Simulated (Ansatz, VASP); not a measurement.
AlCu in VASP and in Ansatz

```
Al Cu
1.0
     2.99751    0.00000    0.00000
     0.00000    2.99751    0.00000
     0.00000    0.00000    2.99751
Al Cu
1 1
Direct
  0.00000 0.00000 0.00000
  0.50000 0.50000 0.33319
```

Change from the starting cell: all Cu atoms moved -0.500 Å, as atom 2 along Cartesian [0 0 1].

Alike in both runs: task single point; functional LDA; k mesh 16 × 16 × 16; occupations gaussian, width 0.15 eV; no spin polarisation.

```csv
,VASP,Ansatz
version,VASP 6.6.1,Ansatz 0.2.0
potentials or method,"VASP PAW LDA potentials, release 64 (Al, Cu)","scalar-relativistic, plane waves, PAW"
plane-wave cutoff (eV),520,420
valence electrons in the cell,14,22
```

Ansatz gave:

- gap on the k mesh at the Fermi level (eV): none
- pressure (GPa): 1.8
- largest component of the traceless stress (GPa): 5.14
- rms of the force components (eV/Å): 0.934

**Question.** What did VASP give for the same quantities?

**Answer.** gap on the k mesh at the Fermi level (eV): none; pressure (GPa): 2.3; largest component of the traceless stress (GPa): 5.25; rms of the force components (eV/Å): 0.946.

Atom by atom the forces differ by 0.012 eV/Å (rms over components). A gap of «none» marks a metal or a gap that the smearing closes. The two sets of potentials don't hold the same shells in valence.

Caveats: forces of over 1 eV/Å show positions far from the minimum, so gaps and moduli don't describe the material at rest.
